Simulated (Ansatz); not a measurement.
## Si: energy along a strain

Si, Fd-3m, a = 5.470 Å. Ansatz: PBE, PAW, 420 eV, Γ-centred 8×8×8 mesh on 2 atoms, Gaussian smearing 0.05 eV; no spin polarisation. Cell vectors (Å): 0.000 2.735 2.735; 2.735 0.000 2.735; 2.735 2.735 0.000. The cell is strained by x per cent times the pattern (0 0 0 1 0 0) in the order xx yy zz yz xz xy (engineering shears), with fractional coordinates held. y is the free energy over the start, V0 = 20.456 Å³/atom. Symmetry makes y even in x.

| x (%) | y (meV/atom) |
| --- | --- |
| -2.00 | ? |
| -1.00 | 0.63 |
| 0.00 | 0.00 |
| 0.25 | 0.04 |
| 0.50 | 0.16 |
| 0.75 | 0.35 |
| 1.25 | 0.98 |
| 1.50 | 1.42 |
| 1.75 | 1.93 |

Task: Fit y = c2 x² + c4 x⁴ to the other rows, get the stiffness along the pattern, and predict the missing energy.

Result: Least squares on the rows shown. y = 0.6274 x² + 0.001013 x⁴. The clamped-ion stiffness p·C·p = 2 × 6.274 eV × 160.2 / 20.456 Å³ = 98 GPa, which is C44 in these axes. At x = -2.00 the fit asked for gives 2.53 meV/atom. The run gave 2.52 meV/atom, so the fit is 0.01 meV/atom too high, a small miss on the scale of the series.